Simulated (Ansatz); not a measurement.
Crystal: Ge.

```
Ge
1.0
     1.39715   -2.60052    0.00000
     1.39715    2.60052    0.00000
     0.00000    0.00000    2.69823
Ge
1
Direct
  0.50000 0.50000 0.00000
```

This isn't the form of Ge at room conditions, which is diamond.

- Program: Ansatz 0.2.0
- Task: relaxation of cell and atoms
- Functional: HF
- Potentials or basis: Ansatz PAW
- Cutoff: 420 eV (not typed: the program's choice for these potentials)
- k mesh: 6 × 6 × 5
- Occupations: fermi-dirac, width 0.05 eV
- Spin: no spin polarisation

At the start: volume 19.61 Å³/atom.

Q: Where does the relaxation end?

A: It ends after 5 steps and the volume is 20.76 Å³/atom (+5.9 %); space group P6/mmm (No. 191, to 0.05 Å).

The path:
| step | energy change (eV) | largest force (eV/Å) | volume (Å³) |
| --- | --- | --- | --- |
| 1 | 0.0000 | 0.0000 | 19.61 |
| 2 | -0.0538 | 0.0000 | 20.70 |
| 3 | -0.0546 | 0.0000 | 20.74 |
| 4 | -0.0546 | 0.0000 | 20.76 |
| 5 | -0.0551 | 0.0000 | 20.76 |

Final structure:
```yaml
crystal:
  lattice:
    - [1.46945, -2.52795, 0.00000]
    - [1.46945, 2.52795, 0.00000]
    - [0.00000, 0.00000, 2.79371]
  atoms:
    - { symbol: Ge, position: [0.50000, 0.50000, 0.00000] }
```

Caveat: the k mesh is coarse (spacing up to 0.47 Å⁻¹), so the values aren't converged, least of all with exact exchange; the plane-wave basis is chosen anew once the cell has moved, so the energies of steps on either side of that aren't comparable; the PAW data sets come from PBE, with cores solved anew for the run's functional, which leaves a small shift of forces and pressure.
